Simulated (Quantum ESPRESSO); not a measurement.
Crystal: SrO.

```
Sr O
1.0
     0.00000    2.56630    2.56630
     2.56630    0.00000    2.56630
     2.56630    2.56630    0.00000
Sr O
1 1
Direct
  0.50000 0.50000 0.50000
  0.00000 0.00000 0.00000
```

```yaml
Program: Quantum ESPRESSO 7.5
Task: phonons
Functional: LDA
Potentials_or_basis: GBRV 1.5 LDA
Cutoff: 612 eV
Density_cutoff: 4898 eV
k_mesh: 6 × 6 × 6, shifted
Occupations: fermi-dirac, width 0.05 eV
Spin: no spin polarisation
Form_of_the_LDA_correlation: PZ81
Mixing_beta: 0.5
Most_SCF_iterations: 120
SCF_threshold: 4e-10 Ry
```

The cell and the atoms were relaxed first, to 16.25 Å³/atom (a = 3.582 Å, b = 3.582 Å, c = 3.582 Å, α = 60.00°, β = 60.00°, γ = 60.00°), and the response was taken there.

The first run showed a gap, so the response started from a second, tighter run with fixed occupations.

Task: Which optical modes does the crystal have at the zone centre, and which show in infrared and Raman spectra?

Result: The optical modes are T1u. Infrared active: T1u. None is Raman active.

Optical modes at Γ, degenerate ones joined, polar ones without the macroscopic field:
| cm⁻¹ | components | symmetry | active in | IR intensity, summed ((D/Å)²/amu) |
| --- | --- | --- | --- | --- |
| 217 | 3 | T1u | IR | 31.31 |

Zone-centre frequencies without and with the macroscopic field along z (cm⁻¹):
```
                optical modes in rising order
       without                    217 217 217
with the field                    217 217 474
```
